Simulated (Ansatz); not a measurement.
**Ge under changes of volume**

One of the cells (18.253 Å³/atom); the others are scaled copies at fixed shape and fractional positions:

```xyz
2
Lattice="1.4881 -2.5947 0.0000 1.4881 2.5947 0.0000 0.0000 0.0000 4.7276" Properties=species:S:1:pos:R:3 pbc="T T T"
Ge    1.4881    0.8643    1.1819
Ge    1.4881   -0.8643    3.5457
```

This isn't the form of Ge at room conditions, which is diamond.

| Property | Result |
| --- | --- |
| Program | Ansatz 0.2.0 |
| Functional | r2SCAN |
| Potentials or basis | Ansatz PAW |
| Cutoff | 500 eV (not typed: the program's choice for these potentials) |
| k mesh | 10 × 10 × 6 |
| Occupations | fermi-dirac, width 0.05 eV |
| Spin | no spin polarisation |

```csv
volume (Å³/atom),energy over the lowest point (meV/atom),pressure (GPa),largest force (eV/Å)
17.158,36.19,7.7,0.001
17.523,?,?,?
17.888,10.00,3.8,0.001
18.253,3.16,2.1,0.002
18.618,0.00,0.6,0.003
18.984,0.17,-0.8,0.003
19.349,3.35,-2.0,0.003
```

Task: What does the run at 17.523 Å³/atom give?

Result: Energy over the lowest point 20.88 meV/atom; pressure 5.7 GPa; largest force 0.000 eV/Å.

Worked out: A Birch-Murnaghan fit of order 3 (a polynomial in V^(-2/3)) to the other rows has its minimum at 18.78 Å³/atom with B0 = V·E''(V) = 72 GPa and B' = 4.0 at fixed shape and positions, which overstates the stiffness. It gives 20.86 meV/atom at 17.523 Å³/atom, against the run's 20.88, and -dE/dV = 5.7 GPa, against 5.7.

Energies are extrapolated to zero smearing.

Caveats: the PAW data sets come from PBE, with cores solved anew for the run's functional, which leaves a small shift of forces and pressure.
